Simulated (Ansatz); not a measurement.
# TiO2: the cost of one run

Program: Ansatz 0.2.0. Level of theory: DFT PBE, scalar-relativistic, plane waves, PAW. These are calculated values, not measurements.

### 1 The system as given

Symmetry: Imma, No. 74, orthorhombic system. The conventional cell has a = 5.946 Å, b = 6.575 Å, c = 6.575 Å, α = 90.00°, β = 90.00°, γ = 90.00°. Around Ti (site symmetry mm2) lie 6 O at 1.94 to 2.00 Å. Ti (site symmetry 2/m) is surrounded by 6 O at 1.96 to 2.00 Å. O (site symmetry m) is surrounded by 3 Ti at 1.94 to 2.00 Å. Around O (site symmetry m) lie 3 Ti at 1.96 to 2.00 Å.

As a file:

```xyz
48
Lattice="0.0000 0.0000 6.5748 5.9463 -6.5747 0.0000 5.9463 6.5747 0.0000" Properties=species:S:1:pos:R:3 pbc="T T T"
Ti    5.9463   -1.6437    4.9624
Ti    8.9195    1.6437    1.6750
Ti    2.9732    1.6437    1.6750
Ti    5.9463    4.9311    4.9624
Ti    5.9463   -4.9311    1.6124
Ti    8.9195   -1.6437    4.8998
Ti    2.9732   -1.6437    4.8998
Ti    5.9463    1.6437    1.6124
Ti    1.4866    1.6437    4.9311
Ti    4.4597    4.9311    1.6437
Ti    4.4597   -1.6437    1.6437
Ti    7.4329    1.6437    4.9311
Ti    1.4866   -1.6437    1.6437
Ti    4.4597    1.6437    4.9311
Ti    4.4597   -4.9311    4.9311
Ti    7.4329   -1.6437    1.6437
O     7.4320   -4.9311    0.3611
O    10.4052   -1.6437    3.6485
O     4.4589   -1.6437    3.6485
O     7.4320    1.6437    0.3611
O     2.9732    2.9264    4.9336
O     5.9463    6.2138    1.6462
O     5.9463   -0.3610    1.6462
O     8.9195    2.9264    4.9336
O     4.4606   -4.9311    0.3611
O     7.4338   -1.6437    3.6485
O     1.4875   -1.6437    3.6485
O     4.4606    1.6437    0.3611
O     2.9732    0.3610    4.9336
O     5.9463    3.6483    1.6462
O     5.9463   -2.9264    1.6462
O     8.9195    0.3610    4.9336
O     2.9732   -0.3610    1.6412
O     5.9463    2.9264    4.9286
O     5.9463   -3.6483    4.9286
O     8.9195   -0.3610    1.6412
O     2.9732   -2.9264    1.6412
O     5.9463    0.3610    4.9286
O     5.9463   -6.2138    4.9286
O     8.9195   -2.9264    1.6412
O     7.4320   -1.6437    6.2137
O    10.4052    1.6437    2.9263
O     4.4589    1.6437    2.9263
O     7.4320    4.9311    6.2137
O     4.4606   -1.6437    6.2137
O     7.4338    1.6437    2.9263
O     1.4875    1.6437    2.9263
O     4.4606    4.9310    6.2137
```

The runs take a perfect supercell of 48 atoms; the defect goes to fractional position (0.055, 1.000, 0.250).

### 2 The perfect supercell

Contents of input.yaml:

```yaml
crystal:
  lattice:
    - [0.0, 0.0, 6.574804]
    - [5.94632, -6.574738, 0.0]
    - [5.94632, 6.574738, 0.0]
  atoms:
    - { symbol: Ti, position: [0.754755, 0.625, 0.375] }
    - { symbol: Ti, position: [0.254755, 0.625, 0.875] }
    - { symbol: Ti, position: [0.254755, 0.125, 0.375] }
    - { symbol: Ti, position: [0.754755, 0.125, 0.875] }
    - { symbol: Ti, position: [0.245245, 0.875, 0.125] }
    - { symbol: Ti, position: [0.745245, 0.875, 0.625] }
    - { symbol: Ti, position: [0.745245, 0.375, 0.125] }
    - { symbol: Ti, position: [0.245245, 0.375, 0.625] }
    - { symbol: Ti, position: [0.75, 0.0, 0.25] }
    - { symbol: Ti, position: [0.25, 0.0, 0.75] }
    - { symbol: Ti, position: [0.25, 0.5, 0.25] }
    - { symbol: Ti, position: [0.75, 0.5, 0.75] }
    - { symbol: Ti, position: [0.25, 0.25, 0.0] }
    - { symbol: Ti, position: [0.75, 0.25, 0.5] }
    - { symbol: Ti, position: [0.75, 0.75, 0.0] }
    - { symbol: Ti, position: [0.25, 0.75, 0.5] }
    - { symbol: O, position: [0.054918, 0.999926, 0.249926] }
    - { symbol: O, position: [0.554918, 0.999926, 0.749926] }
    - { symbol: O, position: [0.554918, 0.499926, 0.249926] }
    - { symbol: O, position: [0.054918, 0.499926, 0.749926] }
    - { symbol: O, position: [0.750384, 0.02745, 0.47255] }
    - { symbol: O, position: [0.250384, 0.02745, 0.97255] }
    - { symbol: O, position: [0.250384, 0.52745, 0.47255] }
    - { symbol: O, position: [0.750384, 0.52745, 0.97255] }
    - { symbol: O, position: [0.054919, 0.750074, 7.4e-05] }
    - { symbol: O, position: [0.554919, 0.750074, 0.500074] }
    - { symbol: O, position: [0.55492, 0.250074, 7.4e-05] }
    - { symbol: O, position: [0.05492, 0.250074, 0.500074] }
    - { symbol: O, position: [0.750383, 0.22255, 0.27745] }
    - { symbol: O, position: [0.250383, 0.22255, 0.77745] }
    - { symbol: O, position: [0.250382, 0.72255, 0.27745] }
    - { symbol: O, position: [0.750382, 0.72255, 0.77745] }
    - { symbol: O, position: [0.249617, 0.27745, 0.22255] }
    - { symbol: O, position: [0.749617, 0.27745, 0.72255] }
    - { symbol: O, position: [0.749618, 0.77745, 0.22255] }
    - { symbol: O, position: [0.249618, 0.77745, 0.72255] }
    - { symbol: O, position: [0.249616, 0.47255, 0.02745] }
    - { symbol: O, position: [0.749616, 0.47255, 0.52745] }
    - { symbol: O, position: [0.749616, 0.97255, 0.02745] }
    - { symbol: O, position: [0.249616, 0.97255, 0.52745] }
    - { symbol: O, position: [0.94508, 0.749926, 0.499926] }
    - { symbol: O, position: [0.44508, 0.749926, 0.999926] }
    - { symbol: O, position: [0.445081, 0.249926, 0.499926] }
    - { symbol: O, position: [0.945081, 0.249926, 0.999926] }
    - { symbol: O, position: [0.945081, 0.500074, 0.250074] }
    - { symbol: O, position: [0.445081, 0.500074, 0.750074] }
    - { symbol: O, position: [0.445082, 7.5e-05, 0.250074] }
    - { symbol: O, position: [0.945082, 7.5e-05, 0.750074] }
basis:
  ecutwfc: 420
  fft_grid_basis: typed
kpoints:
  mp_grid: { grid: [2, 2, 2] }
hamiltonian:
  xc: pbe
  pseudopotentials: { kind: paw }
scf:
  occupations: { method: gaussian, width: 0.05 }
output:
  forces: true
  stress: false
  eigenvalues: true
  bader: false
  write_density: true
  volumetric_format: npy
```

Command:

```sh
$ ansatz run input.yaml --threads 4 --pin off --max-ram 10240MiB --backend cpu --events-out ev --progress --plain --runs-dir out
```

Q: Estimate wall time and peak memory on 4 threads of Arm Neoverse V2, shared host.

About 14 s, with a peak of 2.7 GiB.
